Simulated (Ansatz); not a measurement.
**CuI (Marshite) under changes of volume**

One of the cells (27.859 Å³/atom); the others are scaled copies at fixed shape and fractional positions:

```xyz
2
Lattice="0.0000 3.0315 3.0315 3.0315 0.0000 3.0315 3.0315 3.0315 0.0000" Properties=species:S:1:pos:R:3 pbc="T T T"
I     0.0000    0.0000    0.0000
Cu    4.5473    4.5473    4.5473
```

```yaml
Program: Ansatz 0.2.0
Functional: HF
Potentials_or_basis: Ansatz PAW
Cutoff: "420 eV (not typed: the program's choice for these potentials)"
k_mesh: 4 × 4 × 4
Occupations: fermi-dirac, width 0.05 eV
Spin: no spin polarisation
```

| volume (Å³/atom) | energy over the lowest point (meV/atom) | pressure (GPa) | gap on the mesh (eV) |
| --- | --- | --- | --- |
| 26.188 | 194.12 | 13.1 | 10.04 |
| 26.745 | ? | ? | ? |
| 27.302 | 112.54 | 10.3 | 9.95 |
| 27.859 | 79.44 | 9.1 | 9.91 |
| 28.417 | 49.76 | 8.0 | 9.87 |
| 28.974 | 23.52 | 7.1 | 9.83 |
| 29.531 | 0.00 | 6.2 | 9.79 |

Task: What does the run at 26.745 Å³/atom give?

Result: Energy over the lowest point 151.12 meV/atom; pressure 11.6 GPa; gap on the mesh 10.00 eV.

Worked out: A Birch-Murnaghan fit of order 3 (a polynomial in V^(-2/3)) to the other rows has no minimum within the range. It gives 150.60 meV/atom at 26.745 Å³/atom, against the run's 151.12, and -dE/dV = 11.7 GPa, against 11.6. A straight line through the other rows of the gap, of slope -2.07 eV per unit of ln V (its deformation potential), gives 9.99 eV, against the run's 10.00.

Energies are extrapolated to zero smearing.

Caveats: all runs use coarse meshes; spin-orbit coupling is left out, which moves the levels of the heavy elements; the PAW data sets come from PBE, with cores solved anew for the run's functional, which leaves a small shift of forces and pressure; the thresholds are loose for stress.

A mesh can miss the band edges.
